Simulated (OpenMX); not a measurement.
**TiCo in OpenMX: convergence with ElectronicTemperature**

TiCo:

```xyz
2
Lattice="2.9861 0.0000 0.0000 0.0000 2.9861 0.0000 0.0000 0.0000 2.9861" Properties=species:S:1:pos:R:3 pbc="T T T"
Co    1.4859    1.5252    1.4875
Ti    0.0424    0.0503    0.0012
```

The cell comes from a database or a generator and needn't be the stable form of this composition.

The cell isn't the ideal one: atoms moved at random, drawn with an rms of 0.05 Å.

| Item | Value |
| --- | --- |
| Program | OpenMX 3.8.5 |
| Task | convergence study |
| Functional | LDA |
| Potentials or basis | OpenMX 2013 LDA set, Co6.0H-s2p2d1, Ti7.0-s2p2d1, grid cutoff 500 Ry |
| k mesh | 7 × 7 × 7 |
| Occupations | fermi-dirac, width 0.25852 eV |
| Spin | collinear spin, ferromagnetic start |
| Starting moments | [2.0, 1.0] μB |

These are the settings of the first run; the series varies ElectronicTemperature, with any setting tied to it.

Hardware: 1 thread of Intel(R) Xeon(R) 6975P-C (Granite Rapids) (shared host).

Task: The values tried are 3000 K, 2000 K, 1200 K, 800 K, 500 K, 300 K, 150 K, 75 K, loosest first. From which on does the energy stay within 1 meV/atom of the tightest run that finished?

Result: From 800 K on.

```
ElectronicTemperature  energy less the tightest run, at zero smearing (meV/atom)  pressure (GPa)  largest force (eV/Å)  largest site moment (μB)  SCF cycles  CPU time (s)  peak memory (GiB)
               3000 K                                                      -4.01          -12.62                 0.132                      0.00          40           260                0.8
               2000 K                                                       4.11          -13.47                 0.134                      0.00          40           200                0.8
               1200 K                                                       2.72          -13.40                 0.148                      0.58          33           170                0.8
                800 K                                                       0.63          -13.34                 0.157                      0.69          33           160                0.8
                500 K                                                      -0.05          -13.35                 0.162                      0.73          32           170                0.8
                300 K                                                      -0.14          -13.38                 0.164                      0.73          34           170                0.8
                150 K                                                      -0.05          -13.37                 0.166                      0.74          37           180                0.8
                 75 K                                                       0.00          -13.54                 0.160                      0.66          35           170                0.8
```

Not settled before the last step: the pressure (to 0.1 GPa), the largest force (to 0.005 eV/Å), the largest site moment (to 0.02 μB). The tightest run that finished is the yardstick and may itself not be fully converged.

Caveat, for the tightest run too: the transition metal has a single d function, too few for pressures, volumes and moments; the basis of atomic orbitals isn't converged, which shifts pressures, moduli and gaps.
